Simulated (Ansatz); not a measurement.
# GaN: what symmetry allows forces and stress to be

```
CELL_PARAMETERS angstrom
3.27937 0.00000 0.00000
-1.63969 2.84002 0.00000
0.00000 0.00000 5.17246
ATOMIC_POSITIONS crystal
Ga 0.33333 0.66667 0.98839
Ga 0.66667 0.33333 0.48839
N 0.33333 0.66667 0.38661
N 0.66667 0.33333 0.88661
```

All numbers below come from Ansatz, DFT PBE, scalar-relativistic, plane waves, PAW.

Plane waves to 420 eV, a k mesh through Γ of 12×12×6 on the computed 4-atom cell and Gaussian smearing (0.02 eV); no spin polarisation.

This distorted cell has space group P6_3mc, with 12 operations.

Task: Without a calculation: in which directions can each atom feel a force?

Result: A force must be left unchanged by every operation that keeps its atom in place, so it lies in the space that those operations leave fixed. Atoms that the group maps onto each other feel forces of one size.
```csv
atom,site symmetry,operations at the site,equivalent to atom,allowed force (Cartesian)
Ga1,3m.,6,1,"along (0.00, 0.00, 1.00)"
Ga2,3m.,6,1,"along (0.00, 0.00, 1.00)"
N3,3m.,6,3,"along (0.00, 0.00, 1.00)"
N4,3m.,6,3,"along (0.00, 0.00, 1.00)"
```

That leaves 2 independent force components of 12, tied by 1 condition that the forces sum to zero, so 1 remains. A relaxation in this cell that keeps the symmetry moves the atoms in these directions alone.

Task: And the stress tensor?

Result: It must be invariant under the point group, which leaves 2 independent components: yz, xz, xy vanish; xx = yy.

Task: Do the computed values obey this?

Result: Yes. Forces (eV/Å):
```
Ga1  0.000  0.000  0.695
Ga2  0.000  0.000  0.695
N3   0.000  0.000 -0.695
N4   0.000  0.000 -0.695
```

Stress (GPa, compression positive, xx yy zz yz xz xy): -4.67 -4.67 -2.34 0.00 0.00 0.00. The program imposes the same operations on density, forces and stress, so this confirms the analysis and is no independent test of the calculation.